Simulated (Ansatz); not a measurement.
# GaSb: the cost of one run

Method: DFT PBE, scalar-relativistic, plane waves, PAW, in Ansatz 0.2.0.

The COD entry's cell or inner coordinates are ideal or old and differ from later refinements, so a difference from it is no clean test against experiment.

3 further runs of the same task are left out: 1 that didn't finish, 2 set aside as unsound or not needed.

## Step 1: Starting point

The structure is cubic, space group F-43m (No. 216). The conventional cell has a = 6.216 Å, b = 6.216 Å, c = 6.216 Å, α = 90.00°, β = 90.00°, γ = 90.00°. Around Ga (site symmetry -43m) lie 4 Sb at 2.69 Å. Sb (site symmetry -43m) has 4 Ga at 2.69 Å as nearest neighbours.

As a file:

```
Ga Sb
1.0
     0.00000    3.10781    3.10781
     3.10781    0.00000    3.10781
     3.10781    3.10781    0.00000
Ga Sb
1 1
Direct
  0.00000 0.00000 0.00000
  0.75000 0.75000 0.75000
```

It is the result of an earlier relaxation at this level (volume 30.02 Å³/atom; gap on the mesh: none (metal)).

## Step 2: The cell under 5 GPa

What is minimised here is the enthalpy; the energy can go up as the cell is squeezed.

Input file input.yaml:

```yaml
crystal:
  lattice:
    - [0.0, 3.1078060433, 3.1078060433]
    - [3.1078060433, 0.0, 3.1078060433]
    - [3.1078060433, 3.1078060433, 0.0]
  atoms:
    - { symbol: Ga, position: [0.0, 0.0, 0.0] }
    - { symbol: Sb, position: [0.75, 0.75, 0.75] }
basis:
  ecutwfc: 420
kpoints:
  mp_grid: { grid: [12, 12, 12] }
hamiltonian:
  xc: pbe
scf:
  occupations: { method: fermi_dirac, width: 0.15 }
output:
  forces: true
  stress: true
  eigenvalues: true
relax:
  adjacent_minimum: "off"
  f_tol: 0.001
  max_steps: 60
  cell: { stress_tol: 0.02, p_target: 5.0 }
```

Started as:

```
ansatz run input.yaml --threads 1 --pin off --max-ram 3072MiB --backend cpu --events-out ev --progress --plain --runs-dir out
```

Q: Estimate wall time and peak memory on 1 thread of Intel Xeon 6975P-C (Granite Rapids), shared host.

About 39 s, with a peak of 0.43 GiB.
